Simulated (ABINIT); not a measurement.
# Ir (Fm-3m) in ABINIT: settings compared

One crystal, Ir, is run at these levels: PBE, RPBE+D4; tasks: band structure, equation of state.

Everything below comes from runs of ABINIT 10.8.3 (patched build). Logs are shortened: lines on timing, memory, paths and dates and some standing lists are left out, and cuts for length are marked. The log counts tension as positive stress, the text compression.

## (1) The structure

Symmetry: Fm-3m, No. 225, cubic system. Conventional cell: a = 3.831 Å, b = 3.831 Å, c = 3.831 Å, α = 90.00°, β = 90.00°, γ = 90.00°. Ir (site symmetry m-3m) is surrounded by 12 Ir at 2.71 Å.

## (2) Band structure, PBE

File run.abi:

```
# Datasets: ground state, then fixed potential
ndtset 2

# Pseudopotentials
pp_dirpath "./"
pseudos "Ir_ONCV_PBE-1.2.upf"

# Structure
acell 3*1.0
rprim
     0.0000000000     3.6199593643     3.6199593643
     3.6199593643     0.0000000000     3.6199593643
     3.6199593643     3.6199593643     0.0000000000
ntypat 1
znucl 77
natom 1
typat 1
xred
     0.0000000000     0.0000000000     0.0000000000

# Plane-wave basis
ecut 925.187132 eV

# Exchange and correlation
ixc 11

# Bands and occupations
occopt 3
tsmear 0.00183747

# SCF cycle
nstep 100

# Output
iomode 3
prtwf 0
prteig 0
prtebands 0
prtden1 1
prtvha1 1
prtvclmb1 1
prtpot1 1
prtelf1 1

# Dataset 1
kptopt1 1
ngkpt1 12 12 12
nshiftk1 1
shiftk1 0.0 0.0 0.0
nband1 13
tolvrs1 1.0e-10

# Dataset 2: bands along G-X-W-K-G-L-U-W-L-K
iscf2 -2
getden2 1
nband2 17
nbdbuf2 2
tolwfr2 1.0e-12
kptopt2 -9
ndivsm2 5
prteig2 1
kptbounds2
     0.0000000000     0.0000000000     0.0000000000
     0.5000000000     0.0000000000     0.5000000000
     0.5000000000     0.2500000000     0.7500000000
     0.3750000000     0.3750000000     0.7500000000
     0.0000000000     0.0000000000     0.0000000000
     0.5000000000     0.5000000000     0.5000000000
     0.6250000000     0.2500000000     0.6250000000
     0.5000000000     0.2500000000     0.7500000000
     0.5000000000     0.5000000000     0.5000000000
     0.3750000000     0.3750000000     0.7500000000
```

Potentials or basis: SG15 NC PBE v1.2.

Launch:

```console
abinit run.abi > log 2>&1
```

run.abo:

```text
.Version 10.8.3 of ABINIT
 DATASET    1 : space group Fm -3 m (#225); Bravais cF (face-center cubic)
================================================================================
 Values of the parameters that define the memory need for DATASET  1.
     intxc =       0    ionmov =       0      iscf =       7    lmnmax =       8
     lnmax =       8     mgfft =      30  mpssoang =       4    mqgrid =    3001
     natom =       1  nloc_mem =       1    nspden =       1   nspinor =       1
    nsppol =       1      nsym =      48    n1xccc =       0    ntypat =       1
    occopt =       3   xclevel =       2
       mpw =         914          nfft =       27000          nkpt =          72
================================================================================
================================================================================

 DATASET    2 : space group Fm -3 m (#225); Bravais cF (face-center cubic)
================================================================================
 Values of the parameters that define the memory need for DATASET  2.
     intxc =       0    ionmov =       0      iscf =      -2    lmnmax =       8
     lnmax =       8     mgfft =      30  mpssoang =       4    mqgrid =    3001
     natom =       1  nloc_mem =       1    nspden =       1   nspinor =       1
    nsppol =       1      nsym =      48    n1xccc =       0    ntypat =       1
    occopt =       3   xclevel =       2
       mpw =         918          nfft =       27000          nkpt =          87
================================================================================
================================================================================

--------------------------------------------------------------------------------
------------- Echo of variables that govern the present computation ------------
--------------------------------------------------------------------------------
 -outvars: echo values of preprocessed input variables --------
            acell      1.0000000000E+00  1.0000000000E+00  1.0000000000E+00 Bohr
              amu      1.92220000E+02
             ecut      3.40000000E+01 Hartree
           getden1          0
           getden2          1
             iscf1          7
             iscf2         -2
                       outvar_i_n : Printing only first  50 k-points.
              ixc          11
           jdtset        1    2
                       outvar_i_n : Printing only first  50 k-points.
           kptopt1          1
           kptopt2         -9
         kptrlatt       12    0    0      0   12    0      0    0   12
          kptrlen1     6.14327475E+01
          kptrlen2     3.00000000E+01
            natom           1
            nband1         13
            nband2         17
           nbdbuf1          0
           nbdbuf2          2
           ndtset           2
           ndivsm1          0
           ndivsm2          5
            ngfft          30      30      30
             nkpt1         72
             nkpt2         87
            nstep         100
             nsym          48
           ntypat           1
                       prtocc : prtvol=0, do not print more k-points.
           occopt           3
        prtebands           0
           prteig1          0
           prteig2          1
           prtelf1          1
           prtelf2          0
           prtpot1          1
           prtpot2          0
         prtvclmb1          1
         prtvclmb2          0
           prtvha1          1
           prtvha2          0
            prtwf           0
            rprim      0.0000000000E+00  3.6199593643E+00  3.6199593643E+00
                       3.6199593643E+00  0.0000000000E+00  3.6199593643E+00
                       3.6199593643E+00  3.6199593643E+00  0.0000000000E+00
           shiftk1     0.00000000E+00  0.00000000E+00  0.00000000E+00
           shiftk2     5.00000000E-01  5.00000000E-01  5.00000000E-01
          spgroup         225
           tolvrs1     1.00000000E-10
[... 196 lines left out ...]
  J.P.Perdew, K.Burke, M.Ernzerhof, PRL 77, 3865 (1996)

 Real(R)+Recip(G) space primitive vectors, cartesian coordinates (Bohr,Bohr^-1):
 R(1)=  0.0000000  3.6199594  3.6199594  G(1)= -0.1381231  0.1381231  0.1381231
 R(2)=  3.6199594  0.0000000  3.6199594  G(2)=  0.1381231 -0.1381231  0.1381231
 R(3)=  3.6199594  3.6199594  0.0000000  G(3)=  0.1381231  0.1381231 -0.1381231
 Unit cell volume ucvol=  9.4872661E+01 bohr^3
 Angles (23,13,12)=  6.00000000E+01  6.00000000E+01  6.00000000E+01 degrees

 getcut: wavevector=  0.0000  0.0000  0.0000  ngfft=  30  30  30
         ecut(hartree)=     34.000   => boxcut(ratio)=   2.23501

 getcut : COMMENT -
  Note that boxcut > 2.2 ; recall that boxcut=Gcut(box)/Gcut(sphere) = 2
  is sufficient for exact treatment of convolution.
  Such a large boxcut is a waste : you could raise ecut
  e.g. ecut=   42.459894 Hartrees makes boxcut=2

--------------------------------------------------------------------------------

================================================================================
 Non-SCF case, kpt    1 (  0.00000  0.00000  0.00000), residuals and eigenvalues=
  8.10E-13  1.52E-13  3.38E-13  1.92E-13  4.05E-13  6.44E-13  3.67E-13  6.49E-13
  2.14E-13  8.97E-13  2.26E-13  5.93E-13  2.75E-13  4.14E-13  2.89E-13  2.66E-07
  5.82E-07
 -2.6896E+00 -1.0871E+00 -1.0871E+00 -1.0871E+00  3.1847E-01  5.8588E-01
  5.8588E-01  5.8588E-01  6.8557E-01  6.8557E-01  1.2295E+00  1.4333E+00
  1.4333E+00  1.4333E+00  1.6366E+00  1.9767E+00  1.9767E+00
 Non-SCF case, kpt    2 (  0.03571  0.00000  0.03571), residuals and eigenvalues=
  3.02E-13  4.72E-13  5.05E-13  3.09E-13  4.20E-13  2.27E-13  9.25E-13  4.75E-13
  7.96E-13  3.13E-13  1.99E-13  1.15E-13  8.25E-13  4.23E-13  1.32E-13  6.38E-08
  8.95E-04
 -2.6896E+00 -1.0875E+00 -1.0872E+00 -1.0872E+00  3.2130E-01  5.8366E-01
  5.8746E-01  5.8746E-01  6.8302E-01  6.8641E-01  1.2345E+00  1.4252E+00
[... 582 lines left out ...]
 Non-SCF case, kpt   86 (  0.38889  0.38889  0.72222), residuals and eigenvalues=
  8.88E-13  4.78E-13  1.44E-13  4.73E-13  3.71E-13  2.44E-13  1.10E-13  8.62E-14
  1.84E-13  5.97E-13  7.17E-13  8.18E-13  1.54E-13  8.46E-13  2.16E-13  4.31E-13
  1.43E-12
 -2.6864E+00 -1.1096E+00 -1.1047E+00 -1.0953E+00  4.7826E-01  5.1761E-01
  6.0801E-01  6.8387E-01  7.4836E-01  9.4691E-01  1.0244E+00  1.1642E+00
  1.3231E+00  1.4710E+00  1.7356E+00  1.7519E+00  1.7850E+00
 Non-SCF case, kpt   87 (  0.37500  0.37500  0.75000), residuals and eigenvalues=
  2.80E-13  3.87E-13  6.20E-13  5.63E-13  1.74E-13  1.34E-13  1.88E-13  5.01E-13
  3.15E-13  4.82E-14  4.76E-13  1.77E-13  1.81E-13  8.53E-13  2.12E-13  3.31E-13
  5.93E-13
 -2.6864E+00 -1.1102E+00 -1.1044E+00 -1.0958E+00  4.7202E-01  5.0787E-01
  6.2262E-01  6.9674E-01  7.5282E-01  9.6059E-01  1.0146E+00  1.1536E+00
  1.2952E+00  1.4947E+00  1.7359E+00  1.7489E+00  1.7794E+00

--- !ResultsGS
iteration_state: {dtset: 2, }
comment   : Summary of ground state results
lattice_vectors:
- [  0.0000000,   3.6199594,   3.6199594, ]
- [  3.6199594,   0.0000000,   3.6199594, ]
- [  3.6199594,   3.6199594,   0.0000000, ]
lattice_lengths: [   5.11940,    5.11940,    5.11940, ]
lattice_angles: [ 60.000,  60.000,  60.000, ] # degrees, (23, 13, 12)
lattice_volume:   9.4872661E+01
convergence: {deltae:  0.000E+00, res2:  0.000E+00, residm:  9.954E-13, diffor:  0.000E+00, }
etotal    :  -1.06243464E+02
entropy   :   0.00000000E+00
fermie    :   7.31188645E-01
cartesian_stress_tensor: null
pressure_GPa: null
xred      :
- [  0.0000E+00,   0.0000E+00,   0.0000E+00, Ir]
cartesian_forces: null
force_length_stats: {min: null, max: null, mean: null, }
...

 Integrated electronic density in atomic spheres:
 ------------------------------------------------
 Atom  Sphere_radius  Integrated_density
    1        2.00000         13.37864478
================================================================================

 ----iterations are completed or convergence reached----

 Mean square residual over all n,k,spin=   39.090E-14; max=  99.542E-14
 reduced coordinates (array xred) for    1 atoms
       0.000000000000      0.000000000000      0.000000000000

 cartesian coordinates (angstrom) at end:
    1      0.00000000000000     0.00000000000000     0.00000000000000
 length scales=  1.000000000000  1.000000000000  1.000000000000 bohr
              =  0.529177210544  0.529177210544  0.529177210544 angstroms
 Eigenvalues (hartree) for nkpt=  87  k points:
 kpt#   1, nband= 17, wtk=  1.00000, kpt=  0.0000  0.0000  0.0000 (reduced coord)
  -2.68962   -1.08710   -1.08710   -1.08710    0.31847    0.58588    0.58588    0.58588
   0.68557    0.68557    1.22951    1.43328    1.43328    1.43328    1.63662    1.97672
   1.97672
 kpt#   2, nband= 17, wtk=  1.00000, kpt=  0.0357  0.0000  0.0357 (reduced coord)
  -2.68957   -1.08747   -1.08723   -1.08723    0.32130    0.58366    0.58746    0.58746
   0.68302    0.68641    1.23450    1.42521    1.43482    1.43482    1.65428    1.94347
   1.94466
 kpt#   3, nband= 17, wtk=  1.00000, kpt=  0.0714  0.0000  0.0714 (reduced coord)
  -2.68945   -1.08857   -1.08765   -1.08765    0.32970    0.57725    0.59219    0.59219
   0.67564    0.68888    1.24915    1.40784    1.43900    1.43900    1.70012    1.88327
   1.88327
 kpt#   4, nband= 17, wtk=  1.00000, kpt=  0.1071  0.0000  0.1071 (reduced coord)
  -2.68926   -1.09034   -1.08831   -1.08831    0.34334    0.56737    0.60003    0.60003
   0.66424    0.69291    1.27261    1.39077    1.44423    1.44423    1.76354    1.82191
   1.82192
 kpt#   5, nband= 17, wtk=  1.00000, kpt=  0.1429  0.0000  0.1429 (reduced coord)
[... 317 lines left out ...]
   0.74984    0.92848    0.98852    1.24229    1.37757    1.40376    1.73966    1.74589
   1.86227
 kpt#  85, nband= 17, wtk=  1.00000, kpt=  0.4028  0.4028  0.6944 (reduced coord)
  -2.68653   -1.11029   -1.10348   -1.09466    0.48357    0.52675    0.59588    0.66643
   0.74792    0.93885    1.00811    1.20057    1.35156    1.43875    1.73873    1.74003
   1.82198
 kpt#  86, nband= 17, wtk=  1.00000, kpt=  0.3889  0.3889  0.7222 (reduced coord)
  -2.68644   -1.10964   -1.10474   -1.09528    0.47826    0.51761    0.60801    0.68387
   0.74836    0.94691    1.02441    1.16418    1.32307    1.47095    1.73562    1.75194
   1.78497
 kpt#  87, nband= 17, wtk=  1.00000, kpt=  0.3750  0.3750  0.7500 (reduced coord)
  -2.68639   -1.11021   -1.10436   -1.09580    0.47202    0.50787    0.62262    0.69674
   0.75282    0.96059    1.01457    1.15364    1.29518    1.49471    1.73586    1.74893
   1.77942

== END DATASET(S) ==============================================================
================================================================================

 -outvars: echo values of variables after computation  --------
            acell      1.0000000000E+00  1.0000000000E+00  1.0000000000E+00 Bohr
           etotal1    -1.0624346395E+02
            fcart1    -0.0000000000E+00 -0.0000000000E+00 -0.0000000000E+00
            rprim      0.0000000000E+00  3.6199593643E+00  3.6199593643E+00
                       3.6199593643E+00  0.0000000000E+00  3.6199593643E+00
                       3.6199593643E+00  3.6199593643E+00  0.0000000000E+00
           strten1    -3.5836156360E-04 -3.5836156360E-04 -3.5836156360E-04
                       0.0000000000E+00  0.0000000000E+00  0.0000000000E+00
 Calculation completed.
```

It took 34 s on 1 thread of Arm Neoverse V2, shared host; peak memory 0.1 GiB.

Results:

* Free energy: -2891.0319 eV
* Pressure: 10.5 GPa
* Band gap on the k mesh: none (metal or under the smearing width)
* Valence electrons inside the program's atomic spheres: Ir 13.38 (radii [1.0584] Å)

Levels at the corners of the path, in eV from the Fermi level:
| point | band 4 | band 5 | band 6 | band 7 | band 8 | band 9 | band 10 | band 11 | band 12 | band 13 |
| --- | --- | --- | --- | --- | --- | --- | --- | --- | --- | --- |
| Γ | -49.48 | -11.23 | -3.95 | -3.95 | -3.95 | -1.24 | -1.24 | 13.56 | 19.10 | 19.10 |
| X | -49.78 | -8.03 | -7.44 | 0.85 | 1.47 | 1.47 | 1.63 | 10.56 | 11.47 | 11.47 |
| W | -49.78 | -6.36 | -4.96 | -4.96 | -1.87 | 1.48 | 8.15 | 9.03 | 9.03 | 13.31 |
| K | -49.71 | -7.05 | -6.08 | -2.95 | -0.94 | 0.59 | 6.24 | 7.71 | 11.50 | 15.35 |
| Γ | -49.48 | -11.23 | -3.95 | -3.95 | -3.95 | -1.24 | -1.24 | 13.56 | 19.10 | 19.10 |
| L | -49.59 | -8.20 | -4.07 | -4.07 | -0.83 | 0.88 | 0.88 | 7.30 | 13.22 | 19.12 |
| U | -49.71 | -7.05 | -6.08 | -2.95 | -0.94 | 0.59 | 6.24 | 7.71 | 11.50 | 15.35 |
| W | -49.78 | -6.36 | -4.96 | -4.96 | -1.87 | 1.48 | 8.15 | 9.03 | 9.03 | 13.31 |
| L | -49.59 | -8.20 | -4.07 | -4.07 | -0.83 | 0.88 | 0.88 | 7.30 | 13.22 | 19.12 |
| K | -49.71 | -7.05 | -6.08 | -2.95 | -0.94 | 0.59 | 6.24 | 7.71 | 11.50 | 15.35 |

Caveat: spin-orbit coupling is left out, which moves the levels of the heavy elements.

## (3) Equation of state, RPBE+D4

File run.py:

```python
import json, os
import numpy as np
from ase.eos import EquationOfState
from ase.units import GPa
from ase.calculators.mixing import SumCalculator
from dftd4.ase import DFTD4
from ase.calculators.abinit import Abinit, AbinitProfile
from ase import Atoms

atoms = Atoms(['Ir'],
              cell=[[0.0, 1.9156, 1.9156], [1.9156, 0.0, 1.9156], [1.9156, 1.9156, 0.0]],
              scaled_positions=[[0.0, 0.0, 0.0]],
              pbc=True)

profile = AbinitProfile(command='abinit', pp_paths=[os.path.abspath('pseudos')])
params = dict(
    pps='pawxml', xc='PBE',
    ecut=462.5936,
    pawecutdg=925.1871,
    kptopt=1,
    ngkpt=[12, 12, 12],
    nshiftk=1,
    shiftk=[0.0, 0.0, 0.0],
    ixc=15,
    nband=12,
    occopt=3,
    tsmear=0.05,
    nstep=100,
    tolvrs=1e-09,
    prtwf=0,
    prtden=0,
)

cell0 = atoms.cell.copy()
volumes, energies = [], []
for i, x in enumerate([0.94, 0.96, 0.98, 1.0, 1.02, 1.04, 1.06]):
    atoms.set_cell(cell0 * x ** (1 / 3), scale_atoms=True)
    atoms.calc = SumCalculator([Abinit(profile=profile, directory=f'v{i}', **params), DFTD4(method='rpbe')])
    volumes.append(atoms.get_volume() / len(atoms))
    dft, disp = atoms.calc.mixer.calcs
    energies.append((dft.get_property('free_energy', atoms) + disp.get_property('energy', atoms)) / len(atoms))
    print(f'{x:5.2f} {volumes[-1]:10.5f} A^3/atom {energies[-1]:14.6f} eV/atom', flush=True)
    json.dump(dict(volumes=volumes, energies=energies), open('results.json', 'w'))
v0, e0, b0 = EquationOfState(volumes, energies, eos='birchmurnaghan').fit()
print(f'V0 {v0:.4f} A^3/atom  E0 {e0:.6f} eV/atom  B0 {b0 / GPa:.2f} GPa')
```

Potentials or basis: JTH PAW PBE v2.0.

Launch:

```console
python run.py
```

Run time: 60 s. Hardware: 1 thread of Arm Neoverse V2, shared host; peak memory 0.11 GiB.

Results (log left out):

- Equilibrium volume: 13.93 Å³/atom
- Bulk modulus: 391 GPa
- Pressure derivative of the bulk modulus: 5.1 (rough: it moves with the points fitted)

Energy against volume, from the lowest point:
```
volume (Å³/atom)  energy (meV/atom)
          13.215              48.70
          13.496              16.14
          13.778               0.32
          14.059               0.00
          14.340              11.67
          14.621              35.67
          14.902              69.90
```

Caveat: pressures at fixed basis lie under the slope of the energies; the log and the count of SCF iterations are those of the last ABINIT call alone; the PAW data sets were made with another functional, which shifts forces and pressure a little. The run has no spin-orbit coupling, so splittings on Ir are missing.
